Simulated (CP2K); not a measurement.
Pd:

```
Pd
1.0
     2.75277    0.00000    0.00000
     1.37638    2.38397    0.00000
     1.37638    0.79466    2.24762
Pd
1
Direct
  0.00000 0.00000 0.00000
```

Program: CP2K 2026.2. Alike in all runs: task single point; potentials or basis POTENTIAL_UZH Pd GTH-PBE-q18; TZVP-MOLOPT-PBE-GTH basis; no spin polarisation; cell as given; k mesh 12 × 12 × 12; smearing fermi-dirac 0.05 eV.

Order these runs on this cell by their pressure, lowest first.
A. level RPBE+D3(BJ); D3 from the s-dftd3 library (D3_REFERENCE_CODE) yes; cutoff radius of the dispersion sum (A) 20
B. level RPBE
C. level RPBE+D4; cutoff radius of the dispersion sum (A) 20

A (-27.9 GPa), C (3.9 GPa), B (13.7 GPa).

Caveats: the potentials were made for another functional, which shifts forces and pressure; the basis of atomic orbitals isn't converged, which shifts pressures, moduli and gaps; pairwise dispersion overbinds metals, which lowers pressure and volume (some runs).

Runs at the PBE level aren't shown here.
